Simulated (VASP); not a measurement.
# AlN (F-43m) in VASP: further runs

The runs below take AlN through relaxation of cell and atoms, with PBEsol, RPBE.

Program: VASP 6.6.1. These are calculated values, not measurements. Logs are shortened: lines on timing, memory, paths and dates and some standing lists are left out, and cuts for length are marked.

## 1. Starting point

Symmetry: F-43m, No. 216, cubic system. The conventional cell has a = 4.368 Å, b = 4.368 Å, c = 4.368 Å, α = 90.00°, β = 90.00°, γ = 90.00°. Al (site symmetry -43m) is surrounded by 4 N at 1.89 Å. N (site symmetry -43m) is surrounded by 4 Al at 1.89 Å.

Measurements of this composition are mostly on another form, of space group No. 186.

## 2. Relaxation of cell and atoms, PBEsol

Input file INCAR:

```
SYSTEM = AlN
ALGO = Normal
EDIFF = 1E-7
EDIFFG = -0.005
ENCUT = 480
GGA = PS
IBRION = 2
ISIF = 3
ISMEAR = 0
LASPH = .True.
LCHARG = .False.
LREAL = .False.
LWAVE = .False.
NELM = 60
NSW = 90
PREC = Accurate
SIGMA = 0.02
```

Input file KPOINTS:

```
k-points
0
Gamma
  10 10 10
  0 0 0
```

Input file POSCAR:

```
AlN
1.0
    0.0000000000      2.1839935600      2.1839935600
    2.1839935600      0.0000000000      2.1839935600
    2.1839935600      2.1839935600      0.0000000000
Al N
1 1
Direct
    0.0000000000      0.0000000000      0.0000000000
    0.2500000000      0.2500000000      0.2500000000
```

Potentials or basis: VASP PAW PBE potentials, release 64 (Al, N_s).

Run with:

```bash
$ cat potpaw_PBE.64/Al/POTCAR potpaw_PBE.64/N_s/POTCAR > POTCAR
$ mpirun -np 1 vasp_std > vasp.out
```

OUTCAR:

```text
SYSTEM = AlN
   EDIFF = 1E-7
   EDIFFG = -0.005
   ENCUT = 480
   GGA = PS
   IBRION = 2
   ISIF = 3
   ISMEAR = 0
   LASPH = .True.
   LREAL = .False.
   NELM = 60
   NSW = 90
   PREC = Accurate

 ion  position               nearest neighbor table
   1  0.000  0.000  0.000-   2 1.89   2 1.89   2 1.89   2 1.89
   2  0.250  0.250  0.250-   1 1.89   1 1.89   1 1.89   1 1.89

  LATTYP: Found a face centered cubic cell.
 ALAT       =     4.3679871200

  Lattice vectors:

 A1 = (   0.0000000000,   2.1839935600,   2.1839935600)
 A2 = (   2.1839935600,   0.0000000000,   2.1839935600)
 A3 = (   2.1839935600,   2.1839935600,   0.0000000000)

Analysis of symmetry for initial positions (statically):
=====================================================================
 Subroutine PRICEL returns:
 Original cell was already a primitive cell.

 Routine SETGRP: Setting up the symmetry group for a
 face centered cubic supercell.

 Subroutine GETGRP returns: Found 24 space group operations
 (whereof 24 operations were pure point group operations)
 out of a pool of 48 trial point group operations.

The static configuration has the point symmetry T_d .

Analysis of symmetry for dynamics (positions and initial velocities):
=====================================================================
 Subroutine PRICEL returns:
 Original cell was already a primitive cell.

 Routine SETGRP: Setting up the symmetry group for a
 face centered cubic supercell.

 Subroutine GETGRP returns: Found 24 space group operations
 (whereof 24 operations were pure point group operations)
 out of a pool of 48 trial point group operations.

The dynamic configuration has the point symmetry T_d .

 Subroutine INISYM returns: Found 24 space group operations
 (whereof 24 operations are pure point group operations),
 and found     1 'primitive' translations

----------------------------------------------------------------------------------------

                                     Primitive cell

  volume of cell :      20.8345

  direct lattice vectors                    reciprocal lattice vectors
     0.000000000  2.183993560  2.183993560    -0.228938404  0.228938404  0.228938404
     2.183993560  0.000000000  2.183993560     0.228938404 -0.228938404  0.228938404
     2.183993560  2.183993560  0.000000000     0.228938404  0.228938404 -0.228938404

  length of vectors
     3.088633313  3.088633313  3.088633313     0.396532948  0.396532948  0.396532948

  position of ions in fractional coordinates (direct lattice)
     0.000000000  0.000000000  0.000000000
     0.250000000  0.250000000  0.250000000

  ion indices of the primitive-cell ions
   primitive index   ion index
                 1           1
                 2           2

----------------------------------------------------------------------------------------

 KPOINTS: k-points

Automatic generation of k-mesh.
 Grid dimensions read from file:
 generate k-points for:   10   10   10

 Generating k-lattice:

  Cartesian coordinates                     Fractional coordinates (reciprocal lattice)
    -0.022893840  0.022893840  0.022893840     0.100000000  0.000000000  0.000000000
     0.022893840 -0.022893840  0.022893840     0.000000000  0.100000000  0.000000000
     0.022893840  0.022893840 -0.022893840     0.000000000  0.000000000  0.100000000

  Length of vectors
     0.039653295  0.039653295  0.039653295

  Shift w.r.t. Gamma in fractional coordinates (k-lattice)
     0.000000000  0.000000000  0.000000000

 Subroutine IBZKPT returns following result:
 ===========================================

 Found     47 irreducible k-points:

 Following reciprocal coordinates:
            Coordinates               Weight
  0.000000  0.000000  0.000000      1.000000
  0.100000  0.000000  0.000000      8.000000
  0.200000  0.000000  0.000000      8.000000
  0.300000  0.000000  0.000000      8.000000
  0.400000  0.000000  0.000000      8.000000
  0.500000  0.000000  0.000000      4.000000
[... 16 lines left out ...]
  0.300000  0.300000  0.000000      6.000000
  0.400000  0.300000  0.000000     24.000000
 [... further k-points ...]
   k-points           NKPTS =     47   k-points in BZ     NKDIM =     47   number of bands    NBANDS=      8
   number of dos      NEDOS =    301   number of ions     NIONS =      2
   total plane-waves  NPLWV =  13824
   dimension x,y,z NGX =    24 NGY =   24 NGZ =   24
   dimension x,y,z NGXF=    48 NGYF=   48 NGZF=   48
   ions per type =               1   1
   NGX,Y,Z   is equivalent  to a cutoff of  12.92, 12.92, 12.92 a.u.
   NGXF,Y,Z  is equivalent  to a cutoff of  25.84, 25.84, 25.84 a.u.
 SYSTEM =  AlN
   PREC   = accura    normal or accurate (medium, high low for compatibility)
   ISTART =      0    job   : 0-new  1-cont  2-samecut
   ICHARG =      2    charge: 1-file 2-atom 10-const
   ISPIN  =      1    spin polarized calculation?
   LNONCOLLINEAR =      F non collinear calculations
   LSORBIT =      F    spin-orbit coupling
   LASPH  =      T    aspherical Exc in radial PAW
   ENCUT  =  480.0 eV  35.28 Ry    5.94 a.u.   5.52  5.52  5.52*2*pi/ulx,y,z
   NELM   =     60;   NELMIN=  2; NELMDL= -5     # of ELM steps
   EDIFF  = 0.1E-06   stopping-criterion for ELM
   LREAL  =      F    real-space projection
   EDIFFG = -.5E-02   stopping-criterion for IOM
   NSW    =     90    number of steps for IOM
   IBRION =      2    ionic relax: 0-MD 1-quasi-New 2-CG
   NFREE  =      1    steps in history (QN), initial steepest desc. (CG)
   ISIF   =      3    stress and relaxation
   ISYM   =      2    0-nonsym 1-usesym 2-fastsym
   POTIM  = 0.5000    time-step for ionic-motion
   TEBEG  =    0.0;   TEEND  =   0.0 temperature during run
   PSTRESS=    0.0 pullay stress
   NELECT =       8.0000    total number of electrons
   NUPDOWN=      -1.0000    fix difference up-down
   EMIN   =  10.00;   EMAX   =-10.00  energy-range for DOS
   EFERMI =   0.00;   METHOD = LEGACY
   ISMEAR =     0;   SIGMA  =   0.02  broadening in eV -4-tet -1-fermi 0-gaus
   EFERMI_NEDOS =   21; number of points for ismear=-14 and -15
   IALGO  =     38    algorithm
   IMIX   =      4    mixing-type and parameters
     AMIX     =   0.40;   BMIX     =  1.00
     AMIX_MAG =   1.60;   BMIX_MAG =  1.00
  volume/ion in A,a.u.               =      10.42        70.30
  Fermi-wavevector in a.u.,A,eV,Ry     =   1.189899  2.248583 19.263943  1.415860
  Thomas-Fermi vector in A             =   2.325996
   LORBIT       =      0    0 simple, 1 ext, 2 COOP (PROOUT), +10 PAW based schemes
   GGA     = PS    functional components
   LHFCALC =     F    Hartree Fock is set to
   AEXX    =    0.0000 exact exchange contribution
   IVDW    =     0    specifies the selected vdW correction
   LEPSILON=     F    determine dielectric tensor
   LRPA    =     F    only Hartree local field effects (RPA)
 conjugate gradient relaxation of ions
 non-spin polarized calculation
 Gauss-broadening in eV      SIGMA  =   0.02
  energy-cutoff  :      480.00
  volume of cell :       20.83
 maximum number of plane-waves:       531
 NGX is ok and might be reduce to    24
   NGX = 11   NGY = 11   NGZ = 11

--------------------------------------- Ionic step        1  -------------------------------------------

 number of electron       8.0000001 magnetization

 Free energy of the ion-electron system (eV)
  ---------------------------------------------------
  ext. energy  EPLUGINS =         0.00000000
  ---------------------------------------------------
  free energy    TOTEN  =       -15.61556027 eV

  energy without entropy =      -15.61556027  energy(sigma->0) =      -15.61556027

------------------------ aborting loop because EDIFF is reached ----------------------------------------

  FORCE on cell =-STRESS in cart. coord.  units (eV):
  Direction    XX          YY          ZZ          XY          YZ          ZX
  --------------------------------------------------------------------------------------
  -------------------------------------------------------------------------------------
  Total        0.1706295      0.1706295      0.1706295     -0.0000000      0.0000000      0.0000000
  in kB       13.1214112     13.1214112     13.1214112     -0.0000000      0.0000000      0.0000000
  external PRESSURE =      13.1214112 kB  Pullay stress =       0.0000000 kB
[... 57 lines left out ...]
  energy  without entropy=      -15.6156356678  energy(sigma->0) =      -15.61563567

--------------------------------------- Ionic step        3  -------------------------------------------

 number of electron       8.0000001 magnetization

 Free energy of the ion-electron system (eV)
  ---------------------------------------------------
  ext. energy  EPLUGINS =         0.00000000
  ---------------------------------------------------
  free energy    TOTEN  =       -15.61610150 eV

  energy without entropy =      -15.61610150  energy(sigma->0) =      -15.61610150

 E-fermi :   6.2750     XC(G=0): -11.1022

 val. band max:        6.1548496868   @ k =   0.0000   0.0000   0.0000
 cond. band min:       9.3453517701   @ k =   0.5000   0.5000   0.0000
 fundamental gap:      3.1905020834
 Fermi energy:         6.2749974045

 k-point     1 :       0.0000    0.0000    0.0000
  band No.  band energies     occupation
      1      -8.7629      2.00000
      2       6.1548      2.00000
      3       6.1548      2.00000
      4       6.1548      2.00000
      5      10.2393      0.00000
      6      18.5754      0.00000
      7      18.5754      0.00000
      8      18.5754      0.00000
[... 243 lines left out ...]
 k-point    24 :       0.4000    0.3000    0.0000
  band No.  band energies     occupation
      1      -6.7416      2.00000
      2       1.9871      2.00000
      3       4.4420      2.00000
      4       4.7446      2.00000
      5      10.9467      0.00000
      6      15.5332      0.00000
      7      18.2571      0.00000
      8      20.5791      0.00000

 [... further k-points ...]

------------------------ aborting loop because EDIFF is reached ----------------------------------------

  FORCE on cell =-STRESS in cart. coord.  units (eV):
  Direction    XX          YY          ZZ          XY          YZ          ZX
  --------------------------------------------------------------------------------------
  -------------------------------------------------------------------------------------
  Total        0.0008221      0.0008221      0.0008221      0.0000000     -0.0000000      0.0000000
  in kB        0.0628159      0.0628159      0.0628159      0.0000000     -0.0000000      0.0000000
  external PRESSURE =       0.0628159 kB  Pullay stress =       0.0000000 kB
[... 17 lines left out ...]
  FREE ENERGIE OF THE ION-ELECTRON SYSTEM (eV)
  ---------------------------------------------------
  free  energy   TOTEN  =       -15.6161015023 eV

  energy  without entropy=      -15.6161015023  energy(sigma->0) =      -15.61610150

 reached required accuracy - stopping structural energy minimisation
```

Wall time 7.6 s (1 thread of AMD EPYC 9R45 (Zen 5), shared host); peak memory 0.1 GiB.

What came out:

- Free energy: -15.6161 eV
- Relaxed volume: 10.48 Å³/atom
- Relaxed cell: a = 3.095 Å, b = 3.095 Å, c = 3.095 Å, α = 60.00°, β = 60.00°, γ = 60.00°
- Space group after relaxing (to 0.05 Å): F-43m (No. 216)
- Energy gained by relaxing: 0.3 meV/atom
- Ionic steps: 3
- Pressure after relaxing: 0.0 GPa
- Band gap on the k mesh: 3.19 eV, indirect (least direct gap 4.08 eV)

The path:
| step | energy change (eV) | largest force (eV/Å) | pressure (GPa) | volume (Å³) |
| --- | --- | --- | --- | --- |
| 1 | 0.0000 | 0.0000 | 1.31 | 20.83 |
| 2 | -0.0001 | 0.0000 | -1.18 | 21.09 |
| 3 | -0.0005 | 0.0000 | 0.01 | 20.97 |

Final structure:
```yaml
crystal:
  lattice:
    - [0.00000, 2.18864, 2.18864]
    - [2.18864, 0.00000, 2.18864]
    - [2.18864, 2.18864, 0.00000]
  atoms:
    - { symbol: Al, position: [0.00000, 0.00000, 0.00000] }
    - { symbol: N, position: [0.25000, 0.25000, 0.25000] }
```

Caveat: the PAW data sets were made with another functional, which shifts forces and pressure a little. Expect the measured gap to be larger: semilocal functionals such as PBEsol lack the derivative discontinuity.

## 3. Relaxation of cell and atoms, RPBE

INCAR: that of step 2 with these lines changed.

```diff
@@ -4,4 +4,4 @@
 EDIFFG = -0.005
-ENCUT = 480
-GGA = PS
+ENCUT = 600
+GGA = RP
 IBRION = 2
```

KPOINTS is that of step 2.

POSCAR is that of step 2.

Potentials or basis: VASP PAW PBE potentials, release 64 (Al, N).

Run with:

```bash
$ cat potpaw_PBE.64/Al/POTCAR potpaw_PBE.64/N/POTCAR > POTCAR
$ mpirun -np 1 vasp_std > vasp.out
```

Run time: 13 s. Hardware: 1 thread of AMD EPYC 9R45 (Zen 5), shared host; peak memory 0.13 GiB.

It converged, with:

```
Free energy                            : -14.1335 eV
Relaxed volume                         : 10.83 Å³/atom
Relaxed cell                           : a = 3.129 Å, b = 3.129 Å, c = 3.129 Å, α = 60.00°, β = 60.00°, γ = 60.00°
Space group after relaxing (to 0.05 Å) : F-43m (No. 216)
Energy gained by relaxing              : 9.7 meV/atom
Ionic steps                            : 3
Pressure after relaxing                : 0.0 GPa
Band gap on the k mesh                 : 3.34 eV, indirect (least direct gap 3.89 eV)
```

The path:
```csv
step,energy change (eV),largest force (eV/Å),pressure (GPa),volume (Å³)
1,0.0000,0.0000,7.79,20.83
2,-0.0053,0.0000,-5.87,22.40
3,-0.0193,0.0000,-0.02,21.66
```

Final structure:
```
CELL_PARAMETERS angstrom
0.00000 2.21246 2.21246
2.21246 0.00000 2.21246
2.21246 2.21246 0.00000
ATOMIC_POSITIONS crystal
Al 0.00000 0.00000 0.00000
N 0.25000 0.25000 0.25000
```

Levels at points of the mesh, in eV from the valence-band top:
```csv
k point,band 1,band 2,band 3,band 4,band 5,band 6,band 7,band 8
"(0.00, 0.00, 0.00)",-14.80,0.00,0.00,0.00,3.89,12.29,12.29,12.29
"(0.50, 0.00, 0.00)",-12.89,-5.66,-0.47,-0.47,7.12,9.66,10.98,10.98
"(0.50, 0.50, 0.00)",-12.30,-4.75,-1.72,-1.72,3.34,8.49,13.57,15.38
```

Caveat: the PAW data sets were made with another functional, which shifts forces and pressure a little. A k mesh can miss the band edges.
